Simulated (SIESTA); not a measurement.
Crystal: SrO.

```
CELL_PARAMETERS angstrom
0.00000 2.56630 2.56630
2.56630 0.00000 2.56630
2.56630 2.56630 0.00000
ATOMIC_POSITIONS crystal
Sr 0.50000 0.50000 0.50000
O 0.00000 0.00000 0.00000
```

Base run:

```yaml
Program: SIESTA 5.4.2
Functional: PW91
Potentials_or_basis: PseudoDojo 0.4 standard (PBE files)
Basis: DZP (energy shift 0.003 Ry; two zetas on semicore shells; d shell added on Sr)
Grid_cutoff: 800 Ry
Energy_shift: 0.003 Ry
k_mesh: 9 × 9 × 9
Occupations: fermi-dirac, width 0.05 eV
Spin: no spin polarisation
```

Its results: band gap on the k mesh 3.31 eV, indirect (least direct gap 3.41 eV); pressure 3.7 GPa.

Task: After a change of settings the same cell gave: band gap on the k mesh 3.44 eV, indirect (least direct gap 3.54 eV); pressure 7.1 GPa. Which change was it?
A. functional from PW91 to RPBE
B. functional from PW91 to WC; potentials or basis from PseudoDojo 0.4 standard (PBE files) to PseudoDojo 0.4 standard (PBEsol files)
C. functional from PW91 to PBEsol; potentials or basis from PseudoDojo 0.4 standard (PBE files) to PseudoDojo 0.4 standard (PBEsol files)
D. functional from PW91 to AM05; potentials or basis from PseudoDojo 0.4 standard (PBE files) to PseudoDojo 0.4 standard (PBEsol files)

Result: A.

RPBE binds less tightly than PW91, so the same cell stands under more pressure.

Caveats: the potentials were made for another functional, which shifts forces and pressure; the basis of atomic orbitals isn't converged, which shifts pressures, moduli and gaps.

Runs at the PBE level aren't shown here.
